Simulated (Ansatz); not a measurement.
# InAs (Fm-3m) in Ansatz: further runs

One crystal, InAs, is run at these levels: PBE, PBEsol; tasks: phonons, elastic constants.

Everything below comes from runs of Ansatz 0.2.0. Logs are shortened: lines on timing, memory, paths and dates and some standing lists are left out, and cuts for length are marked.

**1. The crystal as given**

The structure is cubic, space group Fm-3m (No. 225). The conventional cell has a = 5.755 Å, b = 5.755 Å, c = 5.755 Å, α = 90.00°, β = 90.00°, γ = 90.00°. Around In (site symmetry m-3m) lie 6 As at 2.88 Å. As (site symmetry m-3m) is surrounded by 6 In at 2.88 Å.

Measurements of this composition are mostly on another form, of space group No. 216.

**2. Phonons, PBE**

The input, input.yaml:

```yaml
crystal:
  lattice:
    - [0.0, 2.877304, 2.877304]
    - [2.877304, 0.0, 2.877304]
    - [2.877304, 2.877304, 0.0]
  atoms:
    - { symbol: In, position: [0.5, 0.5, 0.5] }
    - { symbol: As, position: [0.0, 0.0, 0.0] }
hamiltonian:
  xc: pbe
  pseudopotentials: { kind: paw }
kpoints:
  mp_grid: { grid: [6, 6, 6] }
scf:
  occupations: { method: fermi_dirac, width: 0.05 }
phonons:
  method: dfpt
```

Potentials or basis: Ansatz PAW.

Started as:

```sh
$ ansatz run input.yaml --threads 2 --pin off --max-ram 5632MiB --backend cpu --events-out ev --progress --plain --runs-dir out
```

Standard output:

```text
Warning: RAYON_NUM_THREADS=2 ignored (pool sized by the plan → 2); use --threads N
Engine: ansatz 0.2.0, aarch64-unknown-linux-gnu
Pseudopotentials: kind: paw
Pseudopotential: In, paw, valence charge 13, recommended cutoff 420 eV (normal), In.paw.azcp
Pseudopotential: As, paw, valence charge 15, recommended cutoff 420 eV (normal), As.paw.azcp
Functional definition: PBE
  parameter kappa = 0.804
  parameter beta = 0.06672455060314922
  exchange = pbe_x(kappa = kappa, mu = beta*pi^2/3)
  correlation = pbe_c(beta = beta)
Crystal: 2 atoms, lattice volume = 47.642 Å³
Basis set: ecut = 420 eV, 941 PW (Γ), exchange–correlation on 60×60×60 points (8 copies of the dense FFT grid, shifted against one another)
Bands: 18, of which v1, the nominal top of the filled ones, is band 14 counted from 1 (13 counted from 0)
Symmetry: 48 space group operations
k-points: 30 of 216 (irreducible under 8 space group operations, time reversal used)
Non-local potential: In, projectors of the file, l = 0: 2, l = 1: 2, l = 2: 2, l = 3: 2
Non-local potential: As, projectors of the file, l = 0: 2, l = 1: 2, l = 2: 3, l = 3: 1
PAW form: soft (Blöchl's): semilocal exchange-correlation on the pseudo side does not see the compensation charge
PAW one-centre angular grid: In, 590 points (default); XC on 64 Gauss nodes
PAW one-centre angular grid: As, 590 points (default); XC on 64 Gauss nodes
Initial density: superposition of atomic densities (neutral atoms: chi_scale 0, normalization atom), corrected by the library's trained network
Initial wavefunctions: pseudopotential atomic-orbital guess
Functional: x = pbe(κ = 0.804, μ = 0.2195149727645171), c = pbe(β = 0.06672455060314922)
SCF iter   1: F=—  HF=-10454.103524 eV  |F-HF|=—  |Δ(HF+E_count)|=         —  Δρ=2.23e-3  dr2=5.21e-3  ethr=1.77e-3  ⟨swp⟩=5.9  Hψ=2562  notcnv=0
preconditioner: auto → Kerker (q_TF=auto, 2.497 Å⁻¹)  [metal: Δε(μ)=0.154 eV  Ē_g=14.676 eV  σ=0.050 eV  W_gap=0.47  n_scr=14 (ndim 8)  ℏωp=22.8 eV  f_vac=0.001  D(μ)=1.74/eV (n_scr^D=14)]
SCF iter   2: F=—  HF=-10454.101311 eV  |F-HF|=—  |Δ(HF+E_count)|=   2.21e-3  Δρ=1.51e-3  dr2=2.04e-3  ethr=1.86e-5  ⟨swp⟩=1.6  Hψ=935  notcnv=0
SCF iter   3: F=—  HF=-10454.100743 eV  |F-HF|=—  |Δ(HF+E_count)|=   5.68e-4  Δρ=5.01e-4  dr2=1.14e-4  ethr=7.27e-6  ⟨swp⟩=2.0  Hψ=639  notcnv=0
SCF iter   4: F=—  HF=-10454.100718 eV  |F-HF|=—  |Δ(HF+E_count)|=   2.49e-5  Δρ=2.33e-4  dr2=1.43e-5  ethr=4.08e-7  ⟨swp⟩=2.1  Hψ=800  notcnv=0
SCF iter   5: F=—  HF=-10454.100726 eV  |F-HF|=—  |Δ(HF+E_count)|=   7.38e-6  Δρ=4.54e-5  dr2=1.04e-6  ethr=5.11e-8  ⟨swp⟩=2.0  Hψ=792  notcnv=0
SCF iter   6: F=—  HF=-10454.100725 eV  |F-HF|=—  |Δ(HF+E_count)|=   4.45e-7  Δρ=2.92e-5  dr2=4.05e-7  ethr=3.70e-9  ⟨swp⟩=2.0  Hψ=946  notcnv=0
SCF iter   7: F=—  HF=-10454.100725 eV  |F-HF|=—  |Δ(HF+E_count)|=   5.68e-8  Δρ=1.05e-5  dr2=4.37e-8  ethr=1.45e-9  ⟨swp⟩=2.0  Hψ=963  notcnv=0
SCF iter   8: F=—  HF=-10454.100725 eV  |F-HF|=—  |Δ(HF+E_count)|=   2.15e-9  Δρ=1.52e-6  dr2=1.46e-9  ethr=1.56e-10  ⟨swp⟩=2.0  Hψ=957  notcnv=0
SCF iter   9: F=—  HF=-10454.100725 eV  |F-HF|=—  |Δ(HF+E_count)|=  1.56e-10  Δρ=3.65e-7  dr2=7.22e-11  ethr=5.22e-12  ⟨swp⟩=2.0  Hψ=959  notcnv=0
SCF iter  10: F=-10454.100725 eV  HF=-10454.100725 eV  |F-HF|=7.28e-12  |Δ(HF+E_count)|=  2.91e-11  Δρ=3.41e-8  dr2=5.19e-13  ethr=1.00e-12  ⟨swp⟩=5.7  Hψ=2246  notcnv=0
SCF 1 converged in 10 iterations: F = -10454.100725 eV  dr2 = 5.19e-13
DFPT response loops at Γ: preconditioner auto → Kerker (q_TF=auto, 2.497 Å⁻¹) (partly filled bands, converged f_vac=0.000); β = 1.00, the filter's whole step (`scf.mixing.beta` (0.50) is not read by the response loops under this deck's `scf.mixing.preconditioner`; to damp them name `kerker` or `kerker_dos`, under which they read `scf.mixing.beta`, and type it under 1.00, their step now; both keys bind the ground state too); Broyden in place of MSR1
SCF converged after 10 iterations
Free energy (F): -10454.100725 eV
Harris-Foulkes:  -10454.100725 eV  (|F-HF|=7.28e-12)
Internal energy: -10454.087454 eV  (E = F + TS)
E sigma→0 (E₀):  -10454.094090 eV
Entropy (-TS):   -0.013271 eV (-6.636 meV/atom)
Fermi energy:    9.850079 eV
--- Per-component energies (eV) ---
  E_band       = -257.305249
  E_kinetic    = 344.821615
  E_local      = -2789.297660  (includes V_loc(G=0)·N_el)
  E_nonlocal   = -303.708806
  E_hartree    = 1369.704441
  E_xc         = -294.323102
  E_vxc        = -178.279141  (∫ρ·V_xc dr)
  E_paw        = -5989.449828  (= ΣΔE_a)
  E_vpaw       = -70.250207  (= ΣTr[D̂ρ^β])
  E_aug_tail   = 0.000034  (compensation charges beyond the density's cutoff)
  E_ewald      = -2791.834149
  E_smearing   = -0.013271  (= −TS)
  E_closure    = 0.000000  (closes the sum)
  Σ components = -10454.100725   (vs F -10454.100725, Δ=0.00e0)
--- Band table (eV; the first three rows and the last of 30) ---
  k-point 0: bands = ["-25.3101", "-25.3101", "-25.3043", "-25.3043", "-25.3043", "-4.4978", "-4.4978", "-4.4791", "-4.4791", "-4.4791", "-2.2823", "9.1517", "9.6171", "9.6171", "9.6171", "17.0110", "17.0110", "17.0110"]
  k-point 1: bands = ["-25.3100", "-25.3100", "-25.3042", "-25.3041", "-25.3041", "-4.5092", "-4.5092", "-4.4797", "-4.4668", "-4.4668", "-1.9871", "6.8000", "9.6680", "9.6680", "11.4575", "15.4065", "15.5695", "15.5695"]
  k-point 2: bands = ["-25.3099", "-25.3099", "-25.3041", "-25.3038", "-25.3038", "-4.5351", "-4.5351", "-4.4828", "-4.4388", "-4.4388", "-1.2097", "4.4600", "9.8461", "9.8461", "12.0436", "13.8182", "13.8182", "14.4794"]
  k-point 29: bands = ["-25.3104", "-25.3096", "-25.3043", "-25.3034", "-25.3030", "-4.7103", "-4.4934", "-4.4894", "-4.4323", "-4.4011", "0.2555", "5.3261", "5.5942", "6.7647", "10.6011", "15.2091", "15.4835", "18.1670"]
--- Phonons (Γ-DFPT): 2 representative perturbations + reference, on 30 of 216 k-points (Σ response iterations 6) ---
  k mesh reduced under 8 symmetry operations, with k and −k counted as one. Each operation leaves every solved perturbation unchanged. A smaller set is not used because it would not reduce the number of displacements times k-points to solve
  ASR residual: 7.420e-5 → 0.000e0 eV/Å²; symmetrization residual: 5.862e-6 eV/Å²
  ASR residual per site (eV/Å²): 3.76e-5 7.42e-5
  Γ frequencies (cm⁻¹): 0.00 0.00 0.00 112.58 112.58 112.58
  non-analytic LO–TO correction: not included (Born effective charges unavailable; polar crystals: no LO–TO splitting at Γ)
```

It took 4.8 s on 2 threads of Arm Neoverse V1, shared host; peak memory 0.42 GiB.

Results:

| Quantity | Value |
| --- | --- |
| Free energy | -10454.1007 eV |
| Band gap on the k mesh | none (metal or under the smearing width) |
| Highest phonon frequency at Γ | 113 cm⁻¹ |

Levels at points of the mesh, in eV from the Fermi level:
```csv
k point,band 12,band 13,band 14,band 15,band 16,band 17
"(0.00, 0.00, 0.00)",-0.70,-0.23,-0.23,-0.23,7.16,7.16
"(0.00, 0.00, -0.50)",-6.53,0.15,0.15,2.10,3.25,3.25
"(0.00, -0.50, -0.50)",-4.72,-2.96,-2.26,-2.26,3.85,9.15
"(-0.50, 0.00, -0.50)",-4.72,-2.96,-2.26,-2.26,3.85,9.15
```

Phonon frequencies in cm⁻¹ (negative: imaginary):
```csv
q point,frequencies
"(0.000, 0.000, 0.000)",0 0 0 113 113 113
```

**3. Elastic constants, PBE**

input.yaml, as its differences from that of step 2:

```diff
@@ -15,3 +15,7 @@
   occupations: { method: fermi_dirac, width: 0.05 }
-phonons:
-  method: dfpt
+output:
+  forces: true
+  stress: true
+elastic:
+  mode: relaxed_ion
+  stencil: two_point
```

Potentials or basis: Ansatz PAW.

Started as:

```sh
$ ansatz run input.yaml --threads 2 --pin off --max-ram 5632MiB --backend cpu --events-out ev --progress --plain --runs-dir out
```

Run time: 5.1 s. Hardware: 2 threads of Arm Neoverse V1, shared host; peak memory 0.36 GiB.

The run converged. Its results:

| Property | Result |
| --- | --- |
| Free energy | -10454.1007 eV |
| Pressure | -0.1 GPa |
| Band gap on the k mesh | none (metal or under the smearing width) |
| Elastic constants C11, C12, C44 | 127, 29, 1 GPa |
| Voigt bulk modulus | 62 GPa |

Levels at points of the mesh, in eV from the Fermi level:
```tsv
k point	band 12	band 13	band 14	band 15	band 16	band 17
(0.00, 0.00, 0.00)	-0.70	-0.23	-0.23	-0.23	7.16	7.16
(0.00, 0.00, -0.50)	-6.53	0.15	0.15	2.10	3.25	3.25
(0.00, -0.50, -0.50)	-4.72	-2.96	-2.26	-2.26	3.85	9.15
```

Elastic tensor in Voigt notation (GPa, in the Cartesian axes of the cell as first typed):
```
127  29  29   0   0   0
 29 127  29   0   0   0
 29  29 127   0   0   0
  0   0   0   1   0   0
  0   0   0   0   1   0
  0   0   0   0   0   1
```

Caveat: elastic constants of metals need much finer meshes, so these are rough.

**4. Phonons, PBEsol**

input.yaml, as its differences from that of step 3:

```diff
@@ -9,3 +9,3 @@
 hamiltonian:
-  xc: pbe
+  xc: pbesol
   pseudopotentials: { kind: paw }
@@ -15,7 +15,3 @@
   occupations: { method: fermi_dirac, width: 0.05 }
-output:
-  forces: true
-  stress: true
-elastic:
-  mode: relaxed_ion
-  stencil: two_point
+phonons:
+  method: dfpt
```

Potentials or basis: Ansatz PAW.

Started as:

```sh
$ ansatz run input.yaml --threads 2 --pin off --max-ram 5632MiB --backend cpu --events-out ev --progress --plain --runs-dir out
```

Standard output:

```text
Warning: RAYON_NUM_THREADS=2 ignored (pool sized by the plan → 2); use --threads N
Engine: ansatz 0.2.0, aarch64-unknown-linux-gnu
Pseudopotentials: kind: paw
Pseudopotential: In, paw, valence charge 13, recommended cutoff 420 eV (normal), In.paw.azcp
Pseudopotential: As, paw, valence charge 15, recommended cutoff 420 eV (normal), As.paw.azcp
Functional definition: PBEsol
  exchange = pbesol_x
  correlation = pbesol_c
Crystal: 2 atoms, lattice volume = 47.642 Å³
Basis set: ecut = 420 eV, 941 PW (Γ), exchange–correlation on 60×60×60 points (8 copies of the dense FFT grid, shifted against one another)
Bands: 18, of which v1, the nominal top of the filled ones, is band 14 counted from 1 (13 counted from 0)
Symmetry: 48 space group operations
k-points: 30 of 216 (irreducible under 8 space group operations, time reversal used)
Non-local potential: In, projectors of the file, l = 0: 2, l = 1: 2, l = 2: 2, l = 3: 2
Non-local potential: As, projectors of the file, l = 0: 2, l = 1: 2, l = 2: 3, l = 3: 1
PAW form: soft (Blöchl's): semilocal exchange-correlation on the pseudo side does not see the compensation charge
PAW frozen core: In, regenerated for the run's functional, and the local potential with it (the file was generated under x = pbe(κ = 0.804, μ = 0.2195149727645171), c = pbe(β = 0.06672455060314922))
PAW frozen core: As, regenerated for the run's functional, and the local potential with it (the file was generated under x = pbe(κ = 0.804, μ = 0.2195149727645171), c = pbe(β = 0.06672455060314922))
PAW one-centre angular grid: In, 590 points (default); XC on 64 Gauss nodes
PAW one-centre angular grid: As, 590 points (default); XC on 64 Gauss nodes
Initial density: superposition of atomic densities (neutral atoms: chi_scale 0, normalization atom), corrected by the library's trained network
Initial wavefunctions: pseudopotential atomic-orbital guess
Functional: x = pbesol(κ = 0.804, μ = 0.12345679012345678), c = pbesol(β = 0.046)
SCF iter   1: F=—  HF=-10338.560740 eV  |F-HF|=—  |Δ(HF+E_count)|=         —  Δρ=4.55e-3  dr2=1.43e-2  ethr=1.77e-3  ⟨swp⟩=5.9  Hψ=2563  notcnv=0
preconditioner: auto → Kerker (q_TF=auto, 2.497 Å⁻¹)  [metal: Δε(μ)=0.159 eV  Ē_g=14.567 eV  σ=0.050 eV  W_gap=0.47  n_scr=14 (ndim 8)  ℏωp=22.8 eV  f_vac=0.001  D(μ)=1.72/eV (n_scr^D=14)]
SCF iter   2: F=—  HF=-10338.555927 eV  |F-HF|=—  |Δ(HF+E_count)|=   4.81e-3  Δρ=2.78e-3  dr2=5.41e-3  ethr=5.11e-5  ⟨swp⟩=1.0  Hψ=783  notcnv=0
SCF iter   3: F=—  HF=-10338.554331 eV  |F-HF|=—  |Δ(HF+E_count)|=   1.60e-3  Δρ=7.53e-4  dr2=3.80e-4  ethr=1.93e-5  ⟨swp⟩=2.9  Hψ=968  notcnv=0
SCF iter   4: F=—  HF=-10338.554196 eV  |F-HF|=—  |Δ(HF+E_count)|=   1.35e-4  Δρ=3.80e-4  dr2=4.60e-5  ethr=1.36e-6  ⟨swp⟩=2.0  Hψ=963  notcnv=0
SCF iter   5: F=—  HF=-10338.554202 eV  |F-HF|=—  |Δ(HF+E_count)|=   6.55e-6  Δρ=1.32e-4  dr2=8.29e-6  ethr=1.64e-7  ⟨swp⟩=2.9  Hψ=1090  notcnv=0
SCF iter   6: F=—  HF=-10338.554203 eV  |F-HF|=—  |Δ(HF+E_count)|=   2.55e-7  Δρ=8.96e-5  dr2=2.42e-6  ethr=2.96e-8  ⟨swp⟩=2.0  Hψ=963  notcnv=0
SCF iter   7: F=—  HF=-10338.554205 eV  |F-HF|=—  |Δ(HF+E_count)|=   2.73e-6  Δρ=2.77e-5  dr2=2.97e-7  ethr=8.63e-9  ⟨swp⟩=2.2  Hψ=776  notcnv=0
SCF iter   8: F=—  HF=-10338.554205 eV  |F-HF|=—  |Δ(HF+E_count)|=   7.00e-8  Δρ=3.14e-6  dr2=4.48e-9  ethr=1.06e-9  ⟨swp⟩=2.0  Hψ=954  notcnv=0
SCF iter   9: F=—  HF=-10338.554205 eV  |F-HF|=—  |Δ(HF+E_count)|=  1.38e-10  Δρ=4.16e-7  dr2=1.23e-10  ethr=1.60e-11  ⟨swp⟩=2.0  Hψ=954  notcnv=0
SCF iter  10: F=-10338.554205 eV  HF=-10338.554205 eV  |F-HF|=3.64e-12  |Δ(HF+E_count)|=  2.91e-11  Δρ=7.35e-8  dr2=3.18e-12  ethr=1.00e-12  ⟨swp⟩=4.1  Hψ=2398  notcnv=0
SCF 1 converged in 10 iterations: F = -10338.554205 eV  dr2 = 3.18e-12
DFPT response loops at Γ: preconditioner auto → Kerker (q_TF=auto, 2.497 Å⁻¹) (partly filled bands, converged f_vac=0.000); β = 1.00, the filter's whole step (`scf.mixing.beta` (0.50) is not read by the response loops under this deck's `scf.mixing.preconditioner`; to damp them name `kerker` or `kerker_dos`, under which they read `scf.mixing.beta`, and type it under 1.00, their step now; both keys bind the ground state too); Broyden in place of MSR1
SCF converged after 10 iterations
Free energy (F): -10338.554205 eV
Harris-Foulkes:  -10338.554205 eV  (|F-HF|=3.64e-12)
Internal energy: -10338.541044 eV  (E = F + TS)
E sigma→0 (E₀):  -10338.547624 eV
Entropy (-TS):   -0.013162 eV (-6.581 meV/atom)
Fermi energy:    9.709148 eV
--- Per-component energies (eV) ---
  E_band       = -261.064901
  E_kinetic    = 344.875647
  E_local      = -2792.383716  (includes V_loc(G=0)·N_el)
  E_nonlocal   = -300.175531
  E_hartree    = 1367.949688
  E_xc         = -291.760852
  E_vxc        = -178.573950  (∫ρ·V_xc dr)
  E_paw        = -5876.414496  (= ΣΔE_a)
  E_vpaw       = -70.706874  (= ΣTr[D̂ρ^β])
  E_aug_tail   = 0.000033  (compensation charges beyond the density's cutoff)
  E_ewald      = -2791.834149
  E_core_change = 1.202331  (= ΣΔE_core)
  E_smearing   = -0.013162  (= −TS)
  E_closure    = 0.000000  (closes the sum)
  Σ components = -10338.554205   (vs F -10338.554205, Δ=0.00e0)
--- Band table (eV; the first three rows and the last of 30) ---
  k-point 0: bands = ["-25.4816", "-25.4816", "-25.4756", "-25.4756", "-25.4756", "-4.5719", "-4.5719", "-4.5510", "-4.5510", "-4.5510", "-2.4467", "8.9439", "9.4747", "9.4747", "9.4747", "16.8274", "16.8274", "16.8274"]
  k-point 1: bands = ["-25.4815", "-25.4815", "-25.4755", "-25.4754", "-25.4754", "-4.5834", "-4.5834", "-4.5517", "-4.5385", "-4.5385", "-2.1501", "6.6238", "9.5258", "9.5258", "11.2730", "15.2054", "15.3815", "15.3815"]
  k-point 2: bands = ["-25.4813", "-25.4813", "-25.4753", "-25.4750", "-25.4750", "-4.6097", "-4.6097", "-4.5552", "-4.5101", "-4.5101", "-1.3678", "4.2812", "9.7062", "9.7062", "11.8273", "13.6299", "13.6299", "14.2907"]
  k-point 29: bands = ["-25.4818", "-25.4810", "-25.4756", "-25.4747", "-25.4742", "-4.7901", "-4.5674", "-4.5618", "-4.5034", "-4.4713", "0.1143", "5.1406", "5.4161", "6.5958", "10.4347", "14.9963", "15.2979", "17.9632"]
--- Phonons (Γ-DFPT): 2 representative perturbations + reference, on 30 of 216 k-points (Σ response iterations 6) ---
  k mesh reduced under 8 symmetry operations, with k and −k counted as one. Each operation leaves every solved perturbation unchanged. A smaller set is not used because it would not reduce the number of displacements times k-points to solve
  ASR residual: 6.545e-5 → 0.000e0 eV/Å²; symmetrization residual: 6.400e-6 eV/Å²
  ASR residual per site (eV/Å²): 6.55e-5 3.88e-5
  Γ frequencies (cm⁻¹): 0.00 0.00 0.00 106.49 106.49 106.49
  non-analytic LO–TO correction: not included (Born effective charges unavailable; polar crystals: no LO–TO splitting at Γ)
```

second_order_force_constants.tsv:

```text
# format = ansatz-second-order-force-constants/2
[... 70 lines left out ...]
0	0	0	0	0	0	1.8905032136401965e0	-1.3805065841367705e-30	-7.888609052210118e-31	-1.3805065841367707e-30	1.8905032136401965e0	-6.5738408768417645e-31	-7.888609052210118e-31	-6.5738408768417645e-31	1.8905032136401965e0
0	1	0	0	0	1	-1.8905032136401965e0	1.3805065841367705e-30	7.888609052210118e-31	1.3805065841367707e-30	-1.8905032136401965e0	6.5738408768417645e-31	7.888609052210118e-31	6.5738408768417645e-31	-1.8905032136401965e0
1	0	0	0	0	0	-1.8905032136401965e0	1.3805065841367707e-30	7.888609052210118e-31	1.3805065841367705e-30	-1.8905032136401965e0	6.5738408768417645e-31	7.888609052210118e-31	6.5738408768417645e-31	-1.8905032136401965e0
1	1	0	0	0	1	1.8905032136401965e0	-1.3805065841367707e-30	-7.888609052210118e-31	-1.3805065841367705e-30	1.8905032136401965e0	-6.5738408768417645e-31	-7.888609052210118e-31	-6.5738408768417645e-31	1.8905032136401965e0
```

It took 4.8 s on 2 threads of Arm Neoverse V1, shared host; peak memory 0.42 GiB.

What came out:

```
Free energy                   : -10338.5542 eV
Band gap on the k mesh        : none (metal or under the smearing width)
Highest phonon frequency at Γ : 106 cm⁻¹
```

Levels at points of the mesh, in eV from the Fermi level:
| k point | band 10 | band 11 | band 12 | band 13 | band 14 | band 15 | band 16 | band 17 | band 18 |
| --- | --- | --- | --- | --- | --- | --- | --- | --- | --- |
| (0.00, 0.00, 0.00) | -14.26 | -12.16 | -0.77 | -0.23 | -0.23 | -0.23 | 7.12 | 7.12 | 7.12 |
| (0.00, 0.00, -0.50) | -14.20 | -10.48 | -6.58 | 0.15 | 0.15 | 2.01 | 3.20 | 3.20 | 4.32 |
| (0.00, -0.50, -0.50) | -14.18 | -9.60 | -4.76 | -3.01 | -2.28 | -2.28 | 3.77 | 9.10 | 9.10 |
| (-0.50, 0.00, -0.50) | -14.18 | -9.60 | -4.76 | -3.01 | -2.28 | -2.28 | 3.77 | 9.10 | 9.10 |

Phonon frequencies in cm⁻¹ (negative: imaginary):
```tsv
q point	frequencies
(0.000, 0.000, 0.000)	0 0 0 106 106 106
```

Caveat: the PAW data sets come from PBE, with cores solved anew for the run's functional, which leaves a small shift of forces and pressure.

**5. Elastic constants, PBEsol**

input.yaml, as its differences from that of step 4:

```diff
@@ -15,3 +15,7 @@
   occupations: { method: fermi_dirac, width: 0.05 }
-phonons:
-  method: dfpt
+output:
+  forces: true
+  stress: true
+elastic:
+  mode: relaxed_ion
+  stencil: two_point
```

Started as:

```sh
$ ansatz run input.yaml --threads 2 --pin off --max-ram 5632MiB --backend cpu --events-out ev --progress --plain --runs-dir out
```

Wall time 5.3 s (2 threads of Arm Neoverse V1, shared host); peak memory 0.36 GiB.

Results (log left out):

| Quantity | Value |
| --- | --- |
| Free energy | -10338.5542 eV |
| Pressure | -3.3 GPa |
| Band gap on the k mesh | none (metal or under the smearing width) |
| Elastic constants C11, C12, C44 | 116, 26, 2 GPa |
| Voigt bulk modulus | 56 GPa |

Levels at points of the mesh, in eV from the Fermi level:
```csv
k point,band 11,band 12,band 13,band 14,band 15,band 16,band 17,band 18
"(0.00, 0.00, 0.00)",-12.16,-0.77,-0.23,-0.23,-0.23,7.12,7.12,7.12
"(0.00, 0.00, -0.50)",-10.48,-6.58,0.15,0.15,2.01,3.20,3.20,4.32
"(0.00, -0.50, -0.50)",-9.60,-4.76,-3.01,-2.28,-2.28,3.77,9.10,9.10
```

Elastic tensor in Voigt notation (GPa, in the Cartesian axes of the cell as first typed):
```
116  26  26   0   0   0
 26 116  26   0   0   0
 26  26 116   0   0   0
  0   0   0   2   0   0
  0   0   0   0   2   0
  0   0   0   0   0   2
```

Caveat: the cell is more than 3 GPa from zero pressure, which shifts response properties; elastic constants of metals need much finer meshes, so these are rough; the PAW data sets come from PBE, with cores solved anew for the run's functional, which leaves a small shift of forces and pressure.

**6. The runs side by side**

| task | level | atoms under strain | gap on the mesh (eV) | pressure (GPa) |
| --- | --- | --- | --- | --- |
| phonons | PBE | - | none | - |
| elastic constants | PBE | relaxed | none | -0.1 |
| phonons | PBEsol | - | none | - |
| elastic constants | PBEsol | relaxed | none | -3.3 |

Alike in all rows: potentials or basis Ansatz PAW; no spin polarisation; cell as given; k mesh 6 × 6 × 6; cutoff (eV) 420; smearing fermi-dirac 0.05 eV.

Every run on the cell as given and a fine mesh finds a metal.

Caveats: elastic constants of metals need much finer meshes, so these are rough (some runs); the PAW data sets come from PBE, with cores solved anew for the run's functional, which leaves a small shift of forces and pressure (some runs); the cell is more than 3 GPa from zero pressure, which shifts response properties (some runs).

Absolute energies hang on the potentials; compare differences alone.
